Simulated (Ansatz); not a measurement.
**Os in Ansatz: the effect of functional**

Crystal: Os.

```
Os
1.0
     2.69715    0.00000    0.00000
    -1.34857    2.33580    0.00000
     0.00000    0.00000    4.26132
Os
2
Direct
  0.66667 0.33333 0.75000
  0.33333 0.66667 0.25000
```

The cell isn't the ideal one: volume scaled by 0.96.

Alike in all runs:

| Item | Value |
| --- | --- |
| Program | Ansatz 0.2.0 |
| Task | single point |
| Potentials or basis | Ansatz PAW |
| k mesh | 11 × 11 × 6 |
| Occupations | fermi-dirac, width 0.05 eV |
| Spin | no spin polarisation |

| functional | cutoff | pressure (GPa) |
| --- | --- | --- |
| LDA | 420 eV (not typed: the program's choice for these potentials) | 9.7 |
| r2SCAN | 500 eV (not typed: the program's choice for these potentials) | ? |
| PBE | 420 eV (not typed: the program's choice for these potentials) | 28.5 |

Q: What does the run with functional r2SCAN give?

A: Pressure 20.5 GPa.

Caveats: the PAW data sets come from PBE, with cores solved anew for the run's functional, which leaves a small shift of forces and pressure (some runs).
